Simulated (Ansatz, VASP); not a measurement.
Two plane-wave programs on Ag

```
Ag
1.0
     0.00000    2.04310    1.87965
     2.04310    0.00000    1.87965
     2.04310    2.04310    0.00000
Ag
1
Direct
  0.00000 0.00000 0.00000
```

Change from the starting cell: strain +0.000 along x and y, -0.080 along z, atoms carried along.

Alike in both runs: task single point; functional PBE; k mesh 20 × 20 × 20; occupations gaussian, width 0.15 eV; no spin polarisation.

|  | VASP | Ansatz |
| --- | --- | --- |
| version | VASP 6.6.1 | Ansatz 0.2.0 |
| potentials or method | VASP PAW PBE potentials, release 64 (Ag) | scalar-relativistic, plane waves, PAW |
| plane-wave cutoff (eV) | 520 | 420 |
| valence electrons in the cell | 11 | 19 |

Ansatz gave:

```
gap on the k mesh at the Fermi level (eV)       : none
pressure (GPa)                                  : 17.2
largest component of the traceless stress (GPa) : 2.10
```

Question: Estimate VASP's values.

Answer: gap on the k mesh at the Fermi level (eV): none; pressure (GPa): 16.9; largest component of the traceless stress (GPa): 2.08.

A gap of «none» marks a metal or a gap that the smearing closes. The two sets of potentials don't hold the same shells in valence.

Caveats: so large a pressure means that the cell lies far from this level's equilibrium, or that cutoff or potentials fall short (VASP).
